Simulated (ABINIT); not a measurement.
Si:

```
Si
1.0
     2.53211    0.00000    0.00000
     0.00000    2.53211    0.00000
     0.00000    0.00000    2.53211
Si
1
Direct
  0.50000 0.50000 0.50000
```

The cell was built by a generator and needn't be a form met in nature.

| Quantity | Value |
| --- | --- |
| Program | ABINIT 10.8.3 (patched build) |
| Task | relaxation of cell and atoms |
| Functional | LDA |
| Potentials or basis | PseudoDojo NC SR LDA v0.4.1 standard |
| Cutoff | 435 eV |
| k mesh | 8 × 8 × 8 |
| Occupations | fermi-dirac, width 0.05 eV |
| Spin | no spin polarisation |

At the start: pressure -3.8 GPa; volume 16.23 Å³/atom.

Task: Where does the relaxation end?

Result: Over 5 steps the energy falls by 7.5 meV/atom and the volume is 15.62 Å³/atom (-3.8 %); space group Pm-3m (No. 221, to 0.05 Å).

Step by step:
```
step  energy change (eV)  largest force (eV/Å)  pressure (GPa)  volume (Å³)
   1              0.0000                0.0000           -3.76        16.23
   2             -0.0038                0.0000           -2.70        16.05
   3             -0.0075                0.0000            0.14        15.60
   4             -0.0075                0.0000           -0.01        15.62
   5             -0.0075                0.0000            0.00        15.62
```

Final structure:
```xyz
1
Lattice="2.4996 0.0000 0.0000 0.0000 2.4996 0.0000 0.0000 0.0000 2.4996" Properties=species:S:1:pos:R:3 pbc="T T T"
Si    1.2498    1.2498    1.2498
```
